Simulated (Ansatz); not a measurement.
SrO:

```
Sr O
1.0
     0.00000    2.56630    2.56630
     2.56630    0.00000    2.56630
     2.56630    2.56630    0.00000
Sr O
1 1
Direct
  0.50000 0.50000 0.50000
  0.00000 0.00000 0.00000
```

- Program: Ansatz 0.2.0
- Task: relaxation of cell and atoms
- Functional: RPBE
- Dispersion: D3(BJ)
- Potentials or basis: all-electron LAPW, scalar-relativistic
- Basis error allowed: 0.001 eV/atom
- k mesh: 9 × 9 × 9
- Occupations: fermi-dirac, width 0.05 eV
- Spin: no spin polarisation

At the start: volume 16.90 Å³/atom.

Q: How do energy, volume and symmetry change on relaxing?

A: Over 5 steps the energy falls by 111.2 meV/atom and the volume is 14.72 Å³/atom (-12.9 %); space group Fm-3m (No. 225, to 0.05 Å).

Step by step:
```csv
step,energy change (eV),largest force (eV/Å),volume (Å³)
1,0.0000,0.0000,33.80
2,-0.2205,0.0000,29.10
3,-0.2223,0.0000,29.54
4,-0.2224,0.0000,29.45
5,-0.2224,0.0000,29.45
```

Final structure:
```
Sr O
1.0
     0.00000    2.45096    2.45096
     2.45096    0.00000    2.45096
     2.45096    2.45096    0.00000
Sr O
1 1
Direct
  0.50000 0.50000 0.50000
  0.00000 0.00000 0.00000
```

Caveat: the volume moved by -13 % from the deposited cell, more than functionals usually miss.
